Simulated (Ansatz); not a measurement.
Runs of Ansatz 0.2.0 on Ta2N. The structure is trigonal, space group P-3m1 (No. 164). The conventional cell has a = 3.113 Å, b = 3.113 Å, c = 4.870 Å, α = 90.00°, β = 90.00°, γ = 120.00°. Ta (site symmetry 3m) is surrounded by 3 N at 2.18 Å. Around N (site symmetry -3m) lie 6 Ta at 2.18 Å. The cell comes from a database or a generator and needn't be the stable form of this composition.

| task | level | spin | cell | k mesh | points for each segment of the path | gap on the mesh (eV) | pressure (GPa) | relaxed volume (Å³/atom) | largest force (eV/Å) |
| --- | --- | --- | --- | --- | --- | --- | --- | --- | --- |
| relaxation of cell and atoms | PBE+D4 | off | relaxed | 10 × 10 × 6 | - | none | 0.0 | (b) | - |
| relaxation of cell and atoms | PBE+D3(BJ) | off | relaxed | 10 × 10 × 6 | - | none | 0.0 | 13.24 | - |
| band structure | PBE | SOC, no magnetisation | as given | 7 × 7 × 5 | 14 | none | (a) | - | 0.01 |
| band structure | LDA | off | as given | 10 × 10 × 6 | 14 | none | -14.5 | - | 0.44 |
| relaxation of cell and atoms | LDA | off | relaxed | 10 × 10 × 6 | - | none | 0.0 | 12.97 | - |

Alike in all rows: potentials or basis Ansatz PAW; cutoff (eV) 420; smearing fermi-dirac 0.05 eV.

Fill in the values left out.

(a) -1.5; (b) 13.38.

Caveats: the plane-wave basis is chosen anew once the cell has moved, so the energies of steps on either side of that aren't comparable (some runs); pairwise dispersion overbinds metals, which lowers pressure and volume (some runs); the PAW data sets come from PBE, with cores solved anew for the run's functional, which leaves a small shift of forces and pressure (some runs); spin-orbit coupling is left out, which moves the levels of the heavy elements (some runs).

A k mesh can miss the band edges, and rows without SOC leave out spin-orbit coupling on Ta.

A gap of «none» marks a metal or a gap under the smearing width.
